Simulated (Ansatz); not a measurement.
**Au under changes of volume**

One of the cells (16.855 Å³/atom); the others are scaled copies at fixed shape and fractional positions:

```
Au
1.0
     0.00000    2.03500    2.03500
     2.03500    0.00000    2.03500
     2.03500    2.03500    0.00000
Au
1
Direct
  0.00000 0.00000 0.00000
```

```yaml
Program: Ansatz 0.2.0
Functional: PBE
Dispersion: D4
Potentials_or_basis: Ansatz PAW
Cutoff: "420 eV (not typed: the program's choice for these potentials)"
k_mesh: 11 × 11 × 11
Occupations: fermi-dirac, width 0.05 eV
Spin: no spin polarisation
```

```tsv
volume (Å³/atom)	energy over the lowest point (meV/atom)	pressure (GPa)
15.843	78.02	18.7
16.181	44.15	13.4
16.518	?	?
16.855	6.31	4.8
17.192	0.00	1.2
17.529	0.73	-1.9
17.866	7.65	-4.7
```

Problem. What does the run at 16.518 Å³/atom give?

Solution. Energy over the lowest point 20.66 meV/atom; pressure 8.8 GPa.

Worked out: A Birch-Murnaghan fit of order 3 (a polynomial in V^(-2/3)) to the other rows has its minimum at 17.32 Å³/atom with B0 = V·E''(V) = 164 GPa and B' = 5.5. It gives 20.68 meV/atom at 16.518 Å³/atom, against the run's 20.66, and -dE/dV = 8.9 GPa, against 8.8.

Energies are extrapolated to zero smearing.

Caveats: pairwise dispersion overbinds metals, which lowers pressure and volume.
